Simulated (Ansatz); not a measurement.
# Nuclear-site quantities of Se as the cell is scaled

```yaml
crystal:
  lattice:
    - [2.81056, 0.00000, 0.00000]
    - [0.00000, 2.81056, 0.00000]
    - [0.00000, 0.00000, 2.81056]
  atoms:
    - { symbol: Se, position: [0.00000, 0.00000, 0.00000] }
```

The conventional cell has a = 2.811 Å, b = 2.811 Å, c = 2.811 Å, α = 90.00°, β = 90.00°, γ = 90.00°. Around Se (atom 1) lie 6 Se at 2.81 Å.

The cell is the one relaxed in the Materials Project (mp-7755), not relaxed further here; entries there can be hypothetical.

All numbers below come from DFT, PBEsol, all-electron PAW with datasets made for the crystal, scalar-relativistic (Ansatz 0.2.0).

The runs use a Γ-centred 12×12×12 k mesh, Fermi–Dirac smearing of 0.03 eV, cutoff 180 eV (chosen by the program for this cell), no spin polarisation.

The contact density is the mean electron density over the nuclear volume; its changes follow the s electrons' response to bonding and compression. Changes below are taken from the unscaled cell, where it is 262501 e/Å³ at Se.

```csv
V/V(cell),P (GPa),Δρ(0) Se (e/Å³)
0.9500,2.3,?
1.0000,-1.9,0.00
1.0500,-5.1,?
```

(1) Fill in "Δρ(0) Se (e/Å³)" for the row "0.9500".

(2) Give the missing entry: row "1.0500", column "Δρ(0) Se (e/Å³)".

The datasets are made afresh for each cell, so very small changes are uncertain.

Answers

(1) 0.41.

(2) -0.38.
